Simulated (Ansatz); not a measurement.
# BP: the change of pressure with volume per atom

Results calculated with Ansatz 0.2.0, not measured. Periodic Kohn-Sham DFT of a crystal at fixed atoms; pressure and stress are positive in compression; the energy is the free energy less that of spherical unpolarised free atoms; site moments are those in the method's own spheres, positive along +z.

Cell of the first row (space group F-43m, No. 216):
```
CELL_PARAMETERS angstrom
0.00000 2.22270 2.22270
2.22270 0.00000 2.22270
2.22270 2.22270 0.00000
ATOMIC_POSITIONS crystal
B 0.00000 0.00000 0.00000
P 0.75000 0.75000 0.75000
```

Settings of every row: method all-electron PAW; functional LDA; relativity scalar; k mesh 12x12x12; filling fermi-dirac; smearing width 0.08 eV; nucleus gaussian.

Atom start moment: 0 on all atoms.

| row | volume per atom (Å³) | pressure (GPa) |
| --- | --- | --- |
| 1 | 10.981 | 5.602 |
| 2 | 11.214 | ? |
| 3 | 11.448 | -1.984 |
| 4 | 11.565 | -3.658 |
| 5 | 11.682 | -5.251 |
| 6 | 11.798 | -6.769 |
| 7 | 11.915 | -8.213 |
| 8 | 12.149 | -10.896 |
| 9 | 12.383 | -13.326 |

Question: what pressure should row 2 give?

Worked fit of pressure. Take u = (V_r/V)^(2/3) − 1 with V_r = 11.74 Å³ an atom, which is twice the finite (Eulerian) strain; such expansions in the strain, on which the Birch-Murnaghan equation of state is built, carry the rest volume and the bulk modulus. The shown rows have u = 0.04556, 0.01693, 0.01006, 0.00331, -0.00328, -0.00982, -0.02257, -0.03492. Least squares give pressure = −6.0203 + 229.065 × u + 570.75 × u² GPa; a straight line predicts inner rows, each left out in turn, worse (root mean square 0.29 against 0.0047 GPa). The rows lie off it by 0.001, -0.005, 0.000, 0.005, -0.004, 0.002, 0.004, -0.003 (root mean square 0.0035 GPa). The pressure vanishes at u = 0.0248, or V = 11.32 Å³ an atom, and there the bulk modulus at fixed shape and fractions is B = −V dP/dV = (2/3)(1 + u) dP/du = 176 GPa. The withheld row has u = 0.03103, so the fit gives −6.0203 + 229.065 × (0.03103) + 570.75 × (0.03103)² = 1.637 GPa.

The calculation gave 1.624 GPa. The fit lies 0.013 GPa (0.069 % of the column's range) above it; its largest miss of a shown row is 0.005 GPa.
